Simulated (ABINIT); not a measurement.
**A GW chain in ABINIT: ZnSe (Stilleite)**

Wanted: ground state, empty states, screening and self-energy for ZnSe (Stilleite).

Main program and level: ABINIT 10.8.3; PBE and many-body steps on it, plane waves.

**The experiments to reproduce.**

- Gap 2.695 ± 0.003 eV: excitonic gap from free-exciton PL, not corrected for exciton binding; photoluminescence; 300 K; bulk crystal (Bridgman-grown crystal, polished and etched) (“Alloy Disordering Effects on the Thermal Conductivity and Energy Gap Temperature Dependence of Cd1−xZnxSe Ternary Crystals Grown by the Bridgman Method”, 2023, pmc:10253836).

## (1) Starting point

Symmetry: F-43m, No. 216, cubic system. Conventional cell: a = 5.668 Å, b = 5.668 Å, c = 5.668 Å, α = 90.00°, β = 90.00°, γ = 90.00°. Nearest to Zn lie 4 Se at 2.45 Å. Se has 4 Zn at 2.45 Å nearest. Farther neighbours and most contacts between anions are not listed.

The cell and positions come from the Crystallography Open Database and are kept as given unless a step says otherwise.

## (2) Ground state

This step: ABINIT 10.8.3; DFT, PBE, plane waves, norm-conserving pseudopotentials.

The ground-state density comes first.

Contents of run.abi:

```
acell 3*1.0 Angstrom
rprim 
  -0.000000000000 2.833800000000 2.833800000000
  2.833800000000 -0.000000000000 2.833800000000
  2.833800000000 2.833800000000 0.000000000000
ntypat 2
znucl 30 34
natom 2
typat 1 2
xred 
  0.000000000000 0.000000000000 0.000000000000
  0.250000000000 0.250000000000 0.250000000000
pp_dirpath "pseudos"
pseudos "Zn.upf, Se.upf"
ecut 48
ngkpt 6 6 6
nshiftk 1
shiftk 0 0 0
kptopt 1
chksymbreak 0
nband 27
occopt 1
tolvrs 1e-10
nstep 60
prtwf 0
indata_prefix "in"
outdata_prefix "out"
tmpdata_prefix "tmp"
```

On the command line:

```sh
$ OMP_NUM_THREADS=1 mpirun -n 8 abinit run.abi > log
```

Numbers of over 12 decimals in the logs are rounded to 6 here.

What it wrote:

```text
.Version 10.8.3 of ABINIT. v10.8.2 released Aug 2026.

 Symmetries : space group F-4 3 m (#216); Bravais cF (face-center cubic)
================================================================================
 Values of the parameters that define the memory need of the present run
     intxc =       0    ionmov =       0      iscf =       7    lmnmax =       6
     lnmax =       6     mgfft =      48  mpssoang =       3    mqgrid =    3001
     natom =       2  nloc_mem =       1    nspden =       1   nspinor =       1
    nsppol =       1      nsym =      24    n1xccc =    2501    ntypat =       2
    occopt =       1   xclevel =       2
-    mband =          27        mffmem =           1         mkmem =           2
       mpw =        4897          nfft =      110592          nkpt =          16
================================================================================
  Rough estimation (10% accuracy) of disk space for files :
================================================================================

--------------------------------------------------------------------------------
------------- Echo of variables that govern the present computation ------------
--------------------------------------------------------------------------------
 -outvars: echo values of preprocessed input variables --------
            acell      1.8897261259E+00  1.8897261259E+00  1.8897261259E+00 Bohr

      chksymbreak           0
             ecut      4.80000000E+01 Hartree
-          fftalg         312

              ixc     -101130
              kpt      0.00000000E+00  0.00000000E+00  0.00000000E+00
                       1.66666667E-01  0.00000000E+00  0.00000000E+00
                       3.33333333E-01  0.00000000E+00  0.00000000E+00
                       5.00000000E-01  0.00000000E+00  0.00000000E+00
                       1.66666667E-01  1.66666667E-01  0.00000000E+00
                       3.33333333E-01  1.66666667E-01  0.00000000E+00
                       5.00000000E-01  1.66666667E-01  0.00000000E+00
                      -3.33333333E-01  1.66666667E-01  0.00000000E+00
                      -1.66666667E-01  1.66666667E-01  0.00000000E+00
   [... 5 further rows ...]
                      -3.33333333E-01  3.33333333E-01  1.66666667E-01
                      -3.33333333E-01  5.00000000E-01  1.66666667E-01
         kptrlatt        6    0    0      0    6    0      0    0    6
          kptrlen      4.54395803E+01
P           mkmem           2
            natom           2
            nband          27
            ngfft          48      48      48
             nkpt          16
            nstep          60
             nsym          24
           ntypat           2
              occ      2.000000  2.000000  2.000000  2.000000  2.000000  2.000000
                       2.000000  2.000000  2.000000  2.000000  2.000000  2.000000
                       2.000000  2.000000  2.000000  2.000000  2.000000  2.000000
                       2.000000  2.000000  2.000000  2.000000  0.000000  0.000000
[...]
prtwf           0
            rprim     -0.0000000000E+00  2.8338000000E+00  2.8338000000E+00
[...]
spgroup         216

           tolvrs      1.00000000E-10

             xred      0.0000000000E+00  0.0000000000E+00  0.0000000000E+00
[...]
znucl       30.00000   34.00000

================================================================================

 chkinp: Checking input parameters for consistency.

================================================================================
== DATASET  1 ==================================================================
-   mpi_nproc: 8, omp_nthreads: 1 (-1 if OMP is not activated)

--- !DatasetInfo
iteration_state: {dtset: 1, }
dimensions: {natom: 2, nkpt: 16, mband: 27, nsppol: 1, nspinor: 1, nspden: 1, mpw: 4897, }
cutoff_energies: {ecut:  48.0, pawecutdg:  -1.0, }
electrons: {nelect:   4.40000000E+01, charge:   0.00000000E+00, occopt:   1.00000000E+00, tsmear:   1.00000000E-02, }

 Real(R)+Recip(G) space primitive vectors, cartesian coordinates (Bohr,Bohr^-1):
 R(1)=  0.0000000  5.3551059  5.3551059  G(1)= -0.0933688  0.0933688  0.0933688
 R(2)=  5.3551059  0.0000000  5.3551059  G(2)=  0.0933688 -0.0933688  0.0933688
 R(3)=  5.3551059  5.3551059  0.0000000  G(3)=  0.0933688  0.0933688 -0.0933688
 Unit cell volume ucvol=  3.0713845E+02 bohr^3
 Angles (23,13,12)=  6.00000000E+01  6.00000000E+01  6.00000000E+01 degrees

 getcut: wavevector=  0.0000  0.0000  0.0000  ngfft=  48  48  48
         ecut(hartree)=     48.000   => boxcut(ratio)=   2.03223

--- Pseudopotential description ------------------------------------------------
- Zn Generated using ONCVPSP code by D. R. Hamann
- 30.00000  20.00000  171031                  znucl, zion, pspdat
12 -101130 2 -1 1326                          pspcod,pspxc,lmax,lloc,mmax
     nproj     2     2     2
  pspatm : epsatm=   26.68164218
         --- l  ekb(1:nproj) -->
[...]
pspatm: atomic psp has been read  and splines computed

- Se Generated using ONCVPSP code by D. R. Hamann
- 34.00000  24.00000  171031                  znucl, zion, pspdat
12 -101130 2 -1 1214                          pspcod,pspxc,lmax,lloc,mmax
     nproj     2     2     2
  pspatm : epsatm=   25.39064422
         --- l  ekb(1:nproj) -->
[...]
pspatm: atomic psp has been read  and splines computed

   2.29118060E+03                                ecore*ucvol(ha*bohr**3)
--------------------------------------------------------------------------------

_setup2: Arith. and geom. avg. npw (full set) are    4879.338    4879.326

================================================================================

--- !BeginCycle
iteration_state: {dtset: 1, }
solver: {iscf: 7, nstep: 60, nline: 4, wfoptalg: 0, }
tolerances: {tolvrs: 1.00E-10, }

     iter   Etot(hartree)      deltaE(h)  residm     vres2
 ETOT  1  -544.98635842320    -5.450E+02 9.114E-01 4.653E+03
 ETOT  2  -546.40203433040    -1.416E+00 4.210E-02 7.770E+03
 ETOT  3  -547.23845527222    -8.364E-01 1.312E-02 1.052E+03
 ETOT  4  -547.31149392204    -7.304E-02 4.016E-03 3.977E+02
 ETOT  5  -547.35013234237    -3.864E-02 2.241E-03 5.298E+01
 ETOT  6  -547.35602524963    -5.893E-03 8.103E-04 1.388E+00
 ETOT  7  -547.35612893250    -1.037E-04 1.448E-04 3.923E-01
 ETOT  8  -547.35617116759    -4.224E-05 4.337E-05 4.472E-02
 ETOT  9  -547.35617617370    -5.006E-06 1.082E-05 5.496E-03
 ETOT 10  -547.35617686684    -6.931E-07 3.919E-06 5.544E-07
 ETOT 11  -547.35617686708    -2.444E-10 1.219E-06 1.127E-07
 ETOT 12  -547.35617686712    -3.740E-11 4.599E-07 6.262E-09
 ETOT 13  -547.35617686715    -2.763E-11 1.480E-07 2.773E-10
 ETOT 14  -547.35617686716    -1.444E-11 5.597E-08 1.371E-11

 At SCF step   14       vres2   =  1.37E-11 < tolvrs=  1.00E-10 =>converged.

 Cartesian components of stress tensor (hartree/bohr^3)
  sigma(1 1)= -3.24037045E-05  sigma(3 2)=  0.00000000E+00
  sigma(2 2)= -3.24037045E-05  sigma(3 1)=  0.00000000E+00
  sigma(3 3)= -3.24037045E-05  sigma(2 1)=  0.00000000E+00

--- !ResultsGS
iteration_state: {dtset: 1, }
comment   : Summary of ground state results
lattice_vectors:
- [ -0.0000000,   5.3551059,   5.3551059, ]
- [  5.3551059,  -0.0000000,   5.3551059, ]
- [  5.3551059,   5.3551059,   0.0000000, ]
lattice_lengths: [   7.57326,    7.57326,    7.57326, ]
lattice_angles: [ 60.000,  60.000,  60.000, ] # degrees, (23, 13, 12)
lattice_volume:   3.0713845E+02
convergence: {deltae: -1.444E-11, res2:  1.371E-11, residm:  5.597E-08, diffor: null, }
etotal    :  -5.47356177E+02
entropy   :   0.00000000E+00
fermie    :   1.53041323E-01
cartesian_stress_tensor: # hartree/bohr^3
- [ -3.24037045E-05,   0.00000000E+00,   0.00000000E+00, ]
- [  0.00000000E+00,  -3.24037045E-05,   0.00000000E+00, ]
- [  0.00000000E+00,   0.00000000E+00,  -3.24037045E-05, ]
pressure_GPa:   9.5335E-01
xred      :
- [  0.0000E+00,   0.0000E+00,   0.0000E+00, Zn]
- [  2.5000E-01,   2.5000E-01,   2.5000E-01, Se]
cartesian_forces: # hartree/bohr
- [ -0.00000000E+00,  -0.00000000E+00,  -0.00000000E+00, ]
- [ -0.00000000E+00,  -0.00000000E+00,  -0.00000000E+00, ]
force_length_stats: {min:   0.00000000E+00, max:   0.00000000E+00, mean:   0.00000000E+00, }

 Integrated electronic density in atomic spheres:
 ------------------------------------------------
 Atom  Sphere_radius  Integrated_density
    1        2.00000         18.11040736
    2        2.00000         21.26036845
================================================================================

 ----iterations are completed or convergence reached----

 Mean square residual over all n,k,spin=   12.957E-11; max=  55.966E-09
 reduced coordinates (array xred) for    2 atoms
       0.000000000000      0.000000000000      0.000000000000
       0.250000000000      0.250000000000      0.250000000000
 rms dE/dt=  0.0000E+00; max dE/dt=  0.0000E+00; dE/dt below (all hartree)
    1       0.000000000000      0.000000000000      0.000000000000
    2       0.000000000000      0.000000000000      0.000000000000

 cartesian coordinates (angstrom) at end:
    1      0.000000     0.000000     0.000000
    2      1.416900     1.416900     1.416900

 cartesian forces (hartree/bohr) at end:
    1     -0.000000    -0.000000    -0.000000
    2     -0.000000    -0.000000    -0.000000
 frms,max,avg= 0.0000000E+00 0.0000000E+00   0.000E+00  0.000E+00  0.000E+00 h/b

 cartesian forces (eV/Angstrom) at end:
    1     -0.000000    -0.000000    -0.000000
    2     -0.000000    -0.000000    -0.000000
 frms,max,avg= 0.0000000E+00 0.0000000E+00   0.000E+00  0.000E+00  0.000E+00 e/A
 length scales=  1.889726125908  1.889726125908  1.889726125908 bohr
              =  1.000000000000  1.000000000000  1.000000000000 angstroms
 prteigrs : about to open file out_EIG
 Fermi (or HOMO) energy (hartree) =   0.15304   Average Vxc (hartree)=  -0.36195
 Eigenvalues (hartree) for nkpt=  16  k points:
 kpt#   1, nband= 27, wtk=  0.00463, kpt=  0.0000  0.0000  0.0000 (reduced coord)
  -7.46293   -5.23849   -5.23849   -5.23849   -4.44962   -2.76502   -2.76502   -2.76502
  -1.56976   -1.56976   -1.56976   -1.56961   -1.56961   -0.33425   -0.08738   -0.08738
  -0.08738   -0.07385   -0.07385    0.15304    0.15304    0.15304    0.20039    0.36671
   0.36671    0.36671    0.51812
 prteigrs : prtvol=0 or 1, do not print more k-points.

--- !EnergyTerms
iteration_state     : {dtset: 1, }
comment             : Components of total free energy in Hartree
kinetic             :  2.38673621230762E+02
hartree             :  2.29158838384487E+02
xc                  : -5.13331538891217E+01
Ewald energy        : -2.44845014170202E+02
psp_core            :  7.45976485783275E+00
local_psp           : -5.91683585332825E+02
non_local_psp       : -1.34786647948093E+02
total_energy        : -5.47356176867160E+02
total_energy_eV     : -1.48943203428558E+04
band_energy         : -8.85655578376509E+01

 Cartesian components of stress tensor (hartree/bohr^3)
  sigma(1 1)= -3.24037045E-05  sigma(3 2)=  0.00000000E+00
  sigma(2 2)= -3.24037045E-05  sigma(3 1)=  0.00000000E+00
  sigma(3 3)= -3.24037045E-05  sigma(2 1)=  0.00000000E+00

-Cartesian components of stress tensor (GPa)         [Pressure=  9.5335E-01 GPa]
- sigma(1 1)= -9.53349902E-01  sigma(3 2)=  0.00000000E+00
- sigma(2 2)= -9.53349902E-01  sigma(3 1)=  0.00000000E+00
- sigma(3 3)= -9.53349902E-01  sigma(2 1)=  0.00000000E+00

== END DATASET(S) ==============================================================
================================================================================

 -outvars: echo values of variables after computation  --------
           etotal     -5.4735617687E+02
            nband          27
             nkpt          16
          spgroup         216
 [... the other variables as echoed above ...]

 Calculation completed.
```

Wall time 13 s (8 MPI ranks of Arm Neoverse V2, shared host); peak memory 0.67 GiB; 1.7 min of CPU time.

Numbers from this step:

| Property | Result |
| --- | --- |
| total energy | -14894.3203 eV |
| gap | 1.288 eV |
| k of the valence top | 0, 0, 0 |
| k of the conduction bottom | 0, 0, 0 |
| least direct gap | 1.288 eV |
| pressure | 0.9534 GPa |

The gap is direct, at Γ.

The cutoff was set for levels, not for stress, so the pressure can be off by some GPa.

(Part 1 of 3 ends here.)

[Paths, hosts, dates, memory and timing lines, banners, echoed tables and standing remarks are left out of the program output.]

[Logs are printed without paths, hosts, clocks, repeated set-up lines and the standing remarks that a program may print on its own settings, such as how far it seeks lower states.]

[Runs of the session that timed out or met a known fault of the program may be left out.]

[Hosts, paths, dates, database ids (printed as entryN), source tags and the programs' standing remarks are cut or masked in the printed files.]

[G0W0 gaps are taken among the corrected bands and points alone; a level outside them can change the order at an edge.]

[Where Ansatz stands beside ABINIT at settings called matched, ABINIT's density can come from a denser mesh and the files from another edition; pairs whose starting gaps differed by over 0.03 eV were left out, so agreement reads better than it is.]
